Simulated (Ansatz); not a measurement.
Al2Au:

```
CELL_PARAMETERS angstrom
0.00000 3.00000 3.00000
3.00000 0.00000 3.00000
3.00000 3.00000 0.00000
ATOMIC_POSITIONS crystal
Au 0.00000 0.00000 0.00000
Al 0.75000 0.75000 0.75000
Al 0.25000 0.25000 0.25000
```

Base run:

| Item | Value |
| --- | --- |
| Program | Ansatz 0.2.0 |
| Functional | PBEsol |
| Potentials or basis | Ansatz PAW |
| Cutoff | 420 eV (not typed: the program's choice for these potentials) |
| k mesh | 8 × 8 × 8 |
| Occupations | fermi-dirac, width 0.05 eV |
| Spin | no spin polarisation |

Its results: band gap on the k mesh none (metal or under the smearing width); pressure 0.1 GPa.

Question: The run is repeated on the same cell with these changes: spin from no spin polarisation to spin-orbit coupling, no magnetisation; potential files from those of the base run to others of the same set. What comes out?

Answer: Band gap on the k mesh none (metal or under the smearing width); pressure -0.7 GPa.

Caveats: the PAW data sets come from PBE, with cores solved anew for the run's functional, which leaves a small shift of forces and pressure; spin-orbit coupling is left out, which moves the levels of the heavy elements (some runs).
